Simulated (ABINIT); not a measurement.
Crystal: SnTe.

```
CELL_PARAMETERS angstrom
0.00000 3.15085 3.15085
3.15085 0.00000 3.15085
3.15085 3.15085 0.00000
ATOMIC_POSITIONS crystal
Te 0.50000 0.50000 0.50000
Sn 0.00000 0.00000 0.00000
```

Base run:

| Quantity | Value |
| --- | --- |
| Program | ABINIT 10.8.3 (patched build) |
| Functional | PBE |
| Potentials or basis | JTH PAW PBE v2.0 |
| Cutoff | 408 eV |
| k mesh | 6 × 6 × 6 |
| Occupations | fermi-dirac, width 0.05 eV |
| Spin | no spin polarisation |

Its results: band gap on the k mesh 0.13 eV, direct.

Question: The run is repeated on the same cell with these changes: functional from PBE to r2SCAN; cutoff from 408 eV to 490 eV; fine-grid cutoff from 816.342 eV to 979.61 eV. What comes out?

Answer: Band gap on the k mesh none (metal or under the smearing width).

Caveats: spin-orbit coupling is left out, which moves the levels of the heavy elements (some runs).

A k mesh can miss the band edges.
